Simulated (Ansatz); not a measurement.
Crystal: GaN.

```
CELL_PARAMETERS angstrom
0.00000 2.25350 2.25350
2.25350 0.00000 2.25350
2.25350 2.25350 0.00000
ATOMIC_POSITIONS crystal
Ga 0.00000 0.00000 0.00000
N 0.25000 0.25000 0.25000
```

The cell is a database's computed one.

Base run:

```yaml
Program: Ansatz 0.2.0
Functional: PBE
Potentials_or_basis: all-electron PAW datasets made for the crystal
Cutoff: 440 eV (chosen from the basis error)
k_mesh: 6 × 6 × 6
Occupations: fermi-dirac, width 0.05 eV
Spin: no spin polarisation
```

Its results: band gap on the k mesh 1.73 eV, direct; pressure 4.9 GPa.

Problem. The run is repeated on the same cell with these changes: functional from PBE to PBE0; cutoff from 440 eV (chosen from the basis error) to 490 eV (chosen from the basis error). What comes out?

Solution. Band gap on the k mesh 3.67 eV, direct; pressure -1.4 GPa.

PBE0 gives the wider gap, since exact exchange removes part of the self-interaction.

The runs don't all hold the same shells in valence.
